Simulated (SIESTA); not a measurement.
The system is HfB2.

```
CELL_PARAMETERS angstrom
3.14000 0.00000 0.00000
-1.57000 2.71932 0.00000
0.00000 0.00000 3.48000
ATOMIC_POSITIONS crystal
Hf 0.00000 0.00000 0.00000
B 0.66667 0.33333 0.50000
B 0.33333 0.66667 0.50000
```

Base run:

```yaml
Program: SIESTA 5.4.2
Functional: vdW-DF
Potentials_or_basis: PseudoDojo 0.4 standard (PBE files)
Basis: DZP (energy shift 0.003 Ry; two zetas on semicore shells)
Grid_cutoff: 800 Ry
Energy_shift: 0.003 Ry
k_mesh: 10 × 10 × 8
Occupations: fermi-dirac, width 0.05 eV
Spin: no spin polarisation
```

Its results: band gap on the k mesh none (metal or under the smearing width); pressure 7.7 GPa.

**Question.** The run is repeated on the same cell with these changes: functional from vdW-DF to PBE. What comes out?

**Answer.** Band gap on the k mesh none (metal or under the smearing width); pressure 2.6 GPa.

Caveats: short orbitals over semicore shells can move pressures by several GPa; the basis of atomic orbitals isn't converged, which shifts pressures, moduli and gaps; the potentials were made for another functional, which shifts forces and pressure (some runs).
